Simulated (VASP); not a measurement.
A run of VASP 6.6.1:

Contents of POSCAR:

```
CaS                                     
1.0
    0.0000000000      2.8591610786      2.8591610786
    2.8591610786      0.0000000000      2.8591610786
    2.8591610786      2.8591610786      0.0000000000
  Ca              S             
     1     1
Direct
     0.0000000000000000    0.0000000000000000    0.0000000000000000
     0.5000000000000000    0.5000000000000000    0.5000000000000000
```

File INCAR.step1:

```
ALGO = Normal ; EDIFF = 1E-5
ENCUT = 520 ; GGA = PE
ISIF = 2 ; ISMEAR = 0
KPAR = 4 ; LASPH = T
LREAL = F ; LWAVE = T
NELM = 100 ; PREC = Accurate
SIGMA = 0.02
```

INCAR.step2

```
AEXX = 0.25 ; ALGO = Normal
EDIFF = 1E-6 ; ENCUT = 520
GGA = PE ; ISIF = 2
ISMEAR = 0 ; ISTART = 1
KPAR = 4 ; LASPH = T
LCHARG = T ; LHFCALC = T
LREAL = F ; LVHAR = T
LWAVE = F ; NELM = 100
PREC = Accurate ; PRECFOCK = Fast
SIGMA = 0.02
```

KPOINTS

```
k-points
0
Gamma
  6 6 6
```

Potentials or basis: VASP PAW PBE potentials, release 64 (Ca_sv, S).

The run is started by

```sh
$ cat potpaw_PBE.64/Ca_sv/POTCAR potpaw_PBE.64/S/POTCAR > POTCAR
$ cp INCAR.step1 INCAR
$ mpirun -np 4 vasp_std > vasp.out
$ cp INCAR.step2 INCAR
$ mpirun -np 4 vasp_std > vasp.out
```

Hardware: 4 MPI ranks on Intel(R) Xeon(R) 6975P-C (Granite Rapids) (shared host).

How long does it take, and how much memory?

Run time: 2.3 min on 4 MPI ranks on Intel(R) Xeon(R) 6975P-C (Granite Rapids), with other jobs on the host, peak memory 0.18 GiB a rank. Counts: scf iterations 10, k points 16.
